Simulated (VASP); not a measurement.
# C (P6_3/mmc) in VASP: a series of runs

The runs below take C through relaxation of cell and atoms, with PBE+D3(BJ).

Everything below comes from runs of VASP 6.6.1. Logs are shortened: lines on timing, memory, paths and dates and some standing lists are left out, and cuts for length are marked.

## Step 1: The crystal as given

It takes space group P6_3/mmc (No. 194, hexagonal). Conventional cell: a = 2.467 Å, b = 2.467 Å, c = 7.803 Å, α = 90.00°, β = 90.00°, γ = 120.00°. C (site symmetry -6m2) is surrounded by 3 C at 1.42 Å. C (site symmetry -6m2) is surrounded by 3 C at 1.42 Å.

## Step 2: Relaxation of cell and atoms, PBE+D3(BJ)

The input, INCAR:

```
SYSTEM = C
PREC = Accurate ; ENCUT = 600
EDIFF = 1E-6 ; ISMEAR = 0
SIGMA = 0.03 ; LREAL = .FALSE.
LASPH = .TRUE. ; NELM = 80
ALGO = Normal ; ISIF = 3
LWAVE = .FALSE. ; LCHARG = .FALSE.
GGA = PE ; IVDW = 12
IBRION = 2 ; NSW = 90
EDIFFG = -0.01 ; KPAR = 2
```

The input, KPOINTS:

```
Automatic mesh
0
G
  12 12 4
  0 0 0
```

The input, POSCAR:

```
C
1.0
    2.4672912616      0.0000000000      0.0000000000
   -1.2336456308      2.1367369111      0.0000000000
    0.0000000000      0.0000000000      7.8030730000
C
4
Direct
    0.0000000000      0.0000000000      0.2500000000
    0.0000000000      0.0000000000      0.7500000000
    0.3333333300      0.6666666700      0.2500000000
    0.6666666700      0.3333333300      0.7500000000
```

Potentials or basis: VASP PAW PBE potentials, release 64 (C).

Started as:

```console
cat potpaw_PBE.64/C/POTCAR > POTCAR
mpirun -np 2 vasp_std > vasp.out
```

OUTCAR:

```text
SYSTEM = C
   PREC = Accurate
   ENCUT = 600
   EDIFF = 1E-6
   ISMEAR = 0
   LREAL = .FALSE.
   LASPH = .TRUE.
   NELM = 80
   ISIF = 3
   GGA = PE
   IVDW = 12
   IBRION = 2
   NSW = 90
   EDIFFG = -0.01
 IVDW          = 12

 ion  position               nearest neighbor table
   1  0.000  0.000  0.250-   3 1.42   3 1.42   3 1.42
   2  0.000  0.000  0.750-   4 1.42   4 1.42   4 1.42
   3  0.333  0.667  0.250-   1 1.42   1 1.42   1 1.42
   4  0.667  0.333  0.750-   2 1.42   2 1.42   2 1.42

  LATTYP: Found a hexagonal cell.
 ALAT       =     2.4672912616
 C/A-ratio  =     3.1626071561

  Lattice vectors:

 A1 = (   2.4672912616,   0.0000000000,   0.0000000000)
 A2 = (  -1.2336456308,   2.1367369111,   0.0000000000)
 A3 = (   0.0000000000,   0.0000000000,   7.8030730000)

Analysis of symmetry for initial positions (statically):
=====================================================================
 Subroutine PRICEL returns:
 Original cell was already a primitive cell.

 Routine SETGRP: Setting up the symmetry group for a
 hexagonal supercell.

 Subroutine GETGRP returns: Found 24 space group operations
 (whereof 12 operations were pure point group operations)
 out of a pool of 24 trial point group operations.

The static configuration has the point symmetry D_3d.
 The point group associated with its full space group is D_6h.

Analysis of symmetry for dynamics (positions and initial velocities):
=====================================================================
 Subroutine PRICEL returns:
 Original cell was already a primitive cell.

 Routine SETGRP: Setting up the symmetry group for a
 hexagonal supercell.

 Subroutine GETGRP returns: Found 24 space group operations
 (whereof 12 operations were pure point group operations)
 out of a pool of 24 trial point group operations.

The dynamic configuration has the point symmetry D_3d.
 The point group associated with its full space group is D_6h.

 Subroutine INISYM returns: Found 24 space group operations
 (whereof 12 operations are pure point group operations),
 and found     1 'primitive' translations

----------------------------------------------------------------------------------------

                                     Primitive cell

  volume of cell :      41.1374

  direct lattice vectors                    reciprocal lattice vectors
     2.467291262  0.000000000  0.000000000     0.405302777  0.234001667  0.000000000
    -1.233645631  2.136736911  0.000000000     0.000000000  0.468003335  0.000000000
     0.000000000  0.000000000  7.803073000     0.000000000  0.000000000  0.128154639

  length of vectors
     2.467291262  2.467291262  7.803073000     0.468003335  0.468003335  0.128154639

  position of ions in fractional coordinates (direct lattice)
     0.000000000  0.000000000  0.250000000
     0.000000000  0.000000000  0.750000000
     0.333333330  0.666666670  0.250000000
     0.666666670  0.333333330  0.750000000

  ion indices of the primitive-cell ions
   primitive index   ion index
                 1           1
                 2           2
                 3           3
                 4           4

----------------------------------------------------------------------------------------

 KPOINTS: Automatic mesh

Automatic generation of k-mesh.
 Grid dimensions read from file:
 generate k-points for:   12   12    4

 Generating k-lattice:

  Cartesian coordinates                     Fractional coordinates (reciprocal lattice)
     0.033775231  0.019500139  0.000000000     0.083333333  0.000000000  0.000000000
     0.000000000  0.039000278  0.000000000     0.000000000  0.083333333  0.000000000
     0.000000000  0.000000000  0.032038660     0.000000000  0.000000000  0.250000000

  Length of vectors
     0.039000278  0.039000278  0.032038660

  Shift w.r.t. Gamma in fractional coordinates (k-lattice)
     0.000000000  0.000000000  0.000000000

 Subroutine IBZKPT returns following result:
 ===========================================

 Found     57 irreducible k-points:

 Following reciprocal coordinates:
            Coordinates               Weight
  0.000000  0.000000  0.000000      1.000000
  0.083333  0.000000  0.000000      6.000000
  0.166667  0.000000  0.000000      6.000000
  0.250000  0.000000  0.000000      6.000000
  0.333333  0.000000  0.000000      6.000000
  0.416667  0.000000  0.000000      6.000000
[... 16 lines left out ...]
  0.250000  0.000000  0.250000     12.000000
  0.333333  0.000000  0.250000     12.000000
 [... further k-points ...]
   k-points           NKPTS =     57   k-points in BZ     NKDIM =     57   number of bands    NBANDS=     12
   number of dos      NEDOS =    301   number of ions     NIONS =      4
   total plane-waves  NPLWV =  25600
   dimension x,y,z NGX =    20 NGY =   20 NGZ =   64
   dimension x,y,z NGXF=    40 NGYF=   40 NGZF=  128
   ions per type =               4
   NGX,Y,Z   is equivalent  to a cutoff of  13.48, 13.48, 13.64 a.u.
   NGXF,Y,Z  is equivalent  to a cutoff of  26.95, 26.95, 27.27 a.u.
 SYSTEM =  C
   PREC   = accura    normal or accurate (medium, high low for compatibility)
   ISTART =      0    job   : 0-new  1-cont  2-samecut
   ICHARG =      2    charge: 1-file 2-atom 10-const
   ISPIN  =      1    spin polarized calculation?
   LNONCOLLINEAR =      F non collinear calculations
   LSORBIT =      F    spin-orbit coupling
   LASPH  =      T    aspherical Exc in radial PAW
   ENCUT  =  600.0 eV  44.10 Ry    6.64 a.u.   4.93  4.93 15.58*2*pi/ulx,y,z
   NELM   =     80;   NELMIN=  2; NELMDL= -5     # of ELM steps
   EDIFF  = 0.1E-05   stopping-criterion for ELM
   LREAL  =      F    real-space projection
   EDIFFG = -.1E-01   stopping-criterion for IOM
   NSW    =     90    number of steps for IOM
   IBRION =      2    ionic relax: 0-MD 1-quasi-New 2-CG
   NFREE  =      1    steps in history (QN), initial steepest desc. (CG)
   ISIF   =      3    stress and relaxation
   ISYM   =      2    0-nonsym 1-usesym 2-fastsym
   POTIM  = 0.5000    time-step for ionic-motion
   TEBEG  =    0.0;   TEEND  =   0.0 temperature during run
   PSTRESS=    0.0 pullay stress
   NELECT =      16.0000    total number of electrons
   NUPDOWN=      -1.0000    fix difference up-down
   EMIN   =  10.00;   EMAX   =-10.00  energy-range for DOS
   EFERMI =   0.00;   METHOD = LEGACY
   ISMEAR =     0;   SIGMA  =   0.03  broadening in eV -4-tet -1-fermi 0-gaus
   EFERMI_NEDOS =   21; number of points for ismear=-14 and -15
   IALGO  =     38    algorithm
   IMIX   =      4    mixing-type and parameters
     AMIX     =   0.40;   BMIX     =  1.00
     AMIX_MAG =   1.60;   BMIX_MAG =  1.00
  volume/ion in A,a.u.               =      10.28        69.40
  Fermi-wavevector in a.u.,A,eV,Ry     =   1.195003  2.258229 19.429568  1.428033
  Thomas-Fermi vector in A             =   2.330979
   LORBIT       =      0    0 simple, 1 ext, 2 COOP (PROOUT), +10 PAW based schemes
   GGA     = PE    functional components
   LHFCALC =     F    Hartree Fock is set to
   AEXX    =    0.0000 exact exchange contribution
   IVDW    =    12    specifies the selected vdW correction
   LEPSILON=     F    determine dielectric tensor
   LRPA    =     F    only Hartree local field effects (RPA)
 conjugate gradient relaxation of ions
 non-spin polarized calculation
 Gauss-broadening in eV      SIGMA  =   0.03
  energy-cutoff  :      600.00
  volume of cell :       41.14
 maximum number of plane-waves:      1407
 NGX is ok and might be reduce to    20
   NGX =  9   NGY =  9   NGZ = 31

--------------------------------------- Ionic step        1  -------------------------------------------

 number of electron      16.0000001 magnetization

 Free energy of the ion-electron system (eV)
  ---------------------------------------------------
  ext. energy  EPLUGINS =         0.00000000
  ---------------------------------------------------
  free energy    TOTEN  =       -36.90065455 eV

  energy without entropy =      -36.90006849  energy(sigma->0) =      -36.90036152

------------------------ aborting loop because EDIFF is reached ----------------------------------------

 Edisp (eV)   -0.52304

 E8    (eV) :    -0.1459

  FORCE on cell =-STRESS in cart. coord.  units (eV):
  Direction    XX          YY          ZZ          XY          YZ          ZX
  --------------------------------------------------------------------------------------
  -------------------------------------------------------------------------------------
  Total      -0.15305    -0.15305    -0.55430     0.00000    -0.00000     0.00000
  in kB      -5.96088    -5.96088   -21.58845     0.00000    -0.00000     0.00000
  external pressure =      -11.17 kB  Pullay stress =        0.00 kB
[... 830 lines left out ...]
 k-point    24 :       0.3333    0.0000    0.2500
  band No.  band energies     occupation
      1     -12.8940      2.00000
      2     -12.7937      2.00000
      3      -5.5468      2.00000
      4      -5.4964      2.00000
      5      -1.6769      2.00000
      6      -1.6587      2.00000
      7      -0.9251      2.00000
      8      -0.1120      2.00000
      9       8.8408      0.00000
     10       9.2662      0.00000
     11      11.5837      0.00000
     12      11.8260      0.00000

 [... further k-points ...]

[... ionic steps 4 to 9 ...]

--------------------------------------- Ionic step       10  -------------------------------------------

 number of electron      16.0000001 magnetization

------------------------ aborting loop because EDIFF is reached ----------------------------------------

 Edisp (eV)   -0.62785

 E8    (eV) :    -0.1780
[... 73 lines left out ...]
  energy  without entropy=      -37.4843452073  energy(sigma->0) =      -37.48460646

--------------------------------------- Ionic step       12  -------------------------------------------

 number of electron      16.0000001 magnetization

 Free energy of the ion-electron system (eV)
  ---------------------------------------------------
  ext. energy  EPLUGINS =         0.00000000
  ---------------------------------------------------
  free energy    TOTEN  =       -36.85738118 eV

  energy without entropy =      -36.85686002  energy(sigma->0) =      -36.85712060

 E-fermi :   4.6953     XC(G=0): -10.3433

 val. band max:        4.6937001088   @ k =   0.3333   0.3333   0.5000
 cond. band min:       4.6958018460   @ k =   0.3333   0.3333   0.2500
 fundamental gap:      0.0021017373
 Fermi energy:         4.6953467556

 k-point     1 :       0.0000    0.0000    0.0000
  band No.  band energies     occupation
      1     -14.9537      2.00000
      2     -14.6470      2.00000
      3      -3.8254      2.00000
      4      -1.8301      2.00000
      5       1.6841      2.00000
      6       1.6841      2.00000
      7       1.7031      2.00000
      8       1.7031      2.00000
      9       9.0147      0.00000
     10      13.0252      0.00000
     11      13.0252      0.00000
     12      13.0785      0.00000
[... 380 lines left out ...]
  FREE ENERGIE OF THE ION-ELECTRON SYSTEM (eV)
  ---------------------------------------------------
  free  energy   TOTEN  =       -37.4849109915 eV

  energy  without entropy=      -37.4843898393  energy(sigma->0) =      -37.48465042

 reached required accuracy - stopping structural energy minimisation
```

Run time: 60 s. Hardware: 2 MPI ranks of Intel Xeon 6975P-C (Granite Rapids), shared host; peak memory 0.18 GiB.

Results:

- Free energy: -37.4849 eV
- Relaxed volume: 8.80 Å³/atom
- Relaxed cell: a = 2.465 Å, b = 2.465 Å, c = 6.691 Å, α = 90.00°, β = 90.00°, γ = 120.00°
- Space group after relaxing (to 0.05 Å): P6_3/mmc (No. 194)
- Energy gained by relaxing: 15.3 meV/atom
- Ionic steps: 12
- Pressure after relaxing: 0.1 GPa
- Band gap on the k mesh: none (metal or under the smearing width)
- Dispersion energy per atom: -0.157 eV

Stress tensor (GPa, compression positive):
```
 0.16  0.00  0.00
 0.00  0.16  0.00
 0.00  0.00 -0.10
```

The path:
```tsv
step	energy change (eV)	largest force (eV/Å)	pressure (GPa)	volume (Å³)
1	0.0000	0.0000	-1.12	41.14
2	-0.0034	0.0000	0.24	40.71
3	-0.0048	0.0000	1.67	40.28
4	-0.0057	0.0000	1.68	40.23
5	-0.0082	0.0000	1.53	40.06
6	-0.0133	0.0000	1.47	39.73
7	-0.0233	0.0000	1.18	39.07
8	-0.0417	0.0000	0.79	37.74
9	-0.0612	0.0000	0.17	35.08
10	-0.0612	0.0000	0.18	35.18
11	-0.0612	0.0000	-0.27	35.27
12	-0.0612	0.0000	0.07	35.20
```

Final structure:
```
C
1.0
     2.46485    0.00000    0.00000
    -1.23243    2.13462    0.00000
     0.00000    0.00000    6.69061
C
4
Direct
  0.00000 0.00000 0.25000
  0.00000 0.00000 0.75000
  0.33333 0.66667 0.25000
  0.66667 0.33333 0.75000
```

## Step 3: Relaxation of cell and atoms, PBE+D3(BJ)

This run uses another cell than the first one, of 8.80 Å³/atom, 0.856 times its volume.

The input, INCAR:

```
SYSTEM = C
PREC = Accurate ; ENCUT = 600
EDIFF = 1E-7 ; ISMEAR = 0
SIGMA = 0.03 ; LREAL = .FALSE.
LASPH = .TRUE. ; NELM = 80
ALGO = Normal ; ISIF = 3
LWAVE = .FALSE. ; LCHARG = .FALSE.
GGA = PE ; IVDW = 12
IBRION = 2 ; NSW = 90
EDIFFG = -0.005 ; KPAR = 2
```

KPOINTS is that of step 2.

The input, POSCAR:

```
C                                       
1.0
    2.4648513487     -0.0000000000      0.0000000000
   -1.2324256744      2.1346238846      0.0000000000
   -0.0000000000     -0.0000000000      6.6906082660
  C             
     4
Direct
     0.0000000000000000    0.0000000000000000    0.2500000000000000
     0.0000000000000000    0.0000000000000000    0.7500000000000000
     0.3333333300000021    0.6666666699999979    0.2500000000000000
     0.6666666699999979    0.3333333300000021    0.7500000000000000
```

Potentials or basis: VASP PAW PBE potentials, release 64 (C).

Started as:

```console
cat potpaw_PBE.64/C/POTCAR > POTCAR
mpirun -np 2 vasp_std > vasp.out
```

OUTCAR:

```text
SYSTEM = C
   PREC = Accurate
   ENCUT = 600
   EDIFF = 1E-7
   ISMEAR = 0
   LREAL = .FALSE.
   LASPH = .TRUE.
   NELM = 80
   ISIF = 3
   GGA = PE
   IVDW = 12
   IBRION = 2
   NSW = 90
   EDIFFG = -0.005
 IVDW          = 12

 ion  position               nearest neighbor table
   1  0.000  0.000  0.250-   3 1.42   3 1.42   3 1.42
   2  0.000  0.000  0.750-   4 1.42   4 1.42   4 1.42
   3  0.333  0.667  0.250-   1 1.42   1 1.42   1 1.42
   4  0.667  0.333  0.750-   2 1.42   2 1.42   2 1.42

  LATTYP: Found a hexagonal cell.
 ALAT       =     2.4648513487
 C/A-ratio  =     2.7144063960

  Lattice vectors:

 A1 = (   2.4648513487,   0.0000000000,   0.0000000000)
 A2 = (  -1.2324256744,   2.1346238846,   0.0000000000)
 A3 = (   0.0000000000,   0.0000000000,   6.6906082660)

Analysis of symmetry for initial positions (statically):
=====================================================================
 Subroutine PRICEL returns:
 Original cell was already a primitive cell.

 Routine SETGRP: Setting up the symmetry group for a
 hexagonal supercell.

 Subroutine GETGRP returns: Found 24 space group operations
 (whereof 12 operations were pure point group operations)
 out of a pool of 24 trial point group operations.

[... 163 lines left out ...]

 Free energy of the ion-electron system (eV)
  ---------------------------------------------------
  ext. energy  EPLUGINS =         0.00000000
  ---------------------------------------------------
  free energy    TOTEN  =       -36.84452882 eV

  energy without entropy =      -36.84400779  energy(sigma->0) =      -36.84426831

------------------------ aborting loop because EDIFF is reached ----------------------------------------

 Edisp (eV)   -0.62753

 E8    (eV) :    -0.1779
[... 201 lines left out ...]
--------------------------------------- Ionic step        6  -------------------------------------------

 number of electron      16.0000001 magnetization

 Free energy of the ion-electron system (eV)
  ---------------------------------------------------
  ext. energy  EPLUGINS =         0.00000000
  ---------------------------------------------------
  free energy    TOTEN  =       -36.84360852 eV

  energy without entropy =      -36.84308934  energy(sigma->0) =      -36.84334893

 E-fermi :   4.7046     XC(G=0): -10.3515

 val. band max:        4.7029820963   @ k =   0.3333   0.3333   0.5000
 cond. band min:       4.7051013906   @ k =   0.3333   0.3333   0.2500
 fundamental gap:      0.0021192943
 Fermi energy:         4.7046482812

 k-point     1 :       0.0000    0.0000    0.0000
  band No.  band energies     occupation
      1     -14.9416      2.00000
      2     -14.6317      2.00000
      3      -3.8172      2.00000
      4      -1.8077      2.00000
      5       1.6931      2.00000
      6       1.6931      2.00000
      7       1.7123      2.00000
      8       1.7123      2.00000
      9       9.0368      0.00000
     10      13.0292      0.00000
     11      13.0306      0.00000
     12      13.0831      0.00000
[... 331 lines left out ...]
 k-point    24 :       0.3333    0.0000    0.2500
  band No.  band energies     occupation
      1     -12.2949      2.00000
      2     -12.1099      2.00000
      3      -4.9439      2.00000
      4      -4.8457      2.00000
      5      -1.0615      2.00000
      6      -1.0229      2.00000
      7      -0.4888      2.00000
      8       0.7225      2.00000
      9       9.3099      0.00000
     10       9.9671      0.00000
     11      12.2906      0.00000
     12      12.4712      0.00000

 [... further k-points ...]

------------------------ aborting loop because EDIFF is reached ----------------------------------------

 Edisp (eV)   -0.62850

 E8    (eV) :    -0.1782
[... 27 lines left out ...]
  FREE ENERGIE OF THE ION-ELECTRON SYSTEM (eV)
  ---------------------------------------------------
  free  energy   TOTEN  =       -37.4721067240 eV

  energy  without entropy=      -37.4715875408  energy(sigma->0) =      -37.47184713

 reached required accuracy - stopping structural energy minimisation
```

CONTCAR:

```text
C
   1.00000000000000
     2.4653911126451220   -0.0000000000000127    0.0000000000000000
    -1.2326955563725830    2.1350913338885769   -0.0000000000000000
     0.0000000000000000    0.0000000000000000    6.6815898888198308
  C
     4
Direct
     0.0000000000000000    0.0000000000000000    0.2500000000000000
     0.0000000000000000    1.0000000000000000    0.7500000000000000
     0.3333333300000021    0.6666666699999979    0.2500000000000000
     0.6666666699999979    0.3333333300000021    0.7500000000000000

  0.00000000E+00  0.00000000E+00  0.00000000E+00
  0.00000000E+00  0.00000000E+00  0.00000000E+00
  0.00000000E+00  0.00000000E+00  0.00000000E+00
  0.00000000E+00  0.00000000E+00  0.00000000E+00
```

It took 27 s on 2 MPI ranks of Intel Xeon 6975P-C (Granite Rapids), shared host; peak memory 0.16 GiB.

Results:

```yaml
Free_energy: -37.4721 eV
Relaxed_volume: 8.79 Å³/atom
Relaxed_cell: a = 2.465 Å, b = 2.465 Å, c = 6.682 Å, α = 90.00°, β = 90.00°, γ = 120.00°
Space_group_after_relaxing_to_0.05_Å: P6_3/mmc (No. 194)
Energy_gained_by_relaxing: 0.0 meV/atom
Ionic_steps: 6
Pressure_after_relaxing: 0.0 GPa
Band_gap_on_the_k_mesh: none (metal or under the smearing width)
Dispersion_energy_per_atom: -0.157 eV
```

Stress tensor (GPa, compression positive):
```
-0.01  0.00  0.00
 0.00 -0.01  0.00
 0.00  0.00 -0.09
```

Final structure:
```yaml
crystal:
  lattice:
    - [2.46539, 0.00000, 0.00000]
    - [-1.23270, 2.13509, 0.00000]
    - [0.00000, 0.00000, 6.68159]
  atoms:
    - { symbol: C, position: [0.00000, 0.00000, 0.25000] }
    - { symbol: C, position: [0.00000, 0.00000, 0.75000] }
    - { symbol: C, position: [0.33333, 0.66667, 0.25000] }
    - { symbol: C, position: [0.66667, 0.33333, 0.75000] }
```
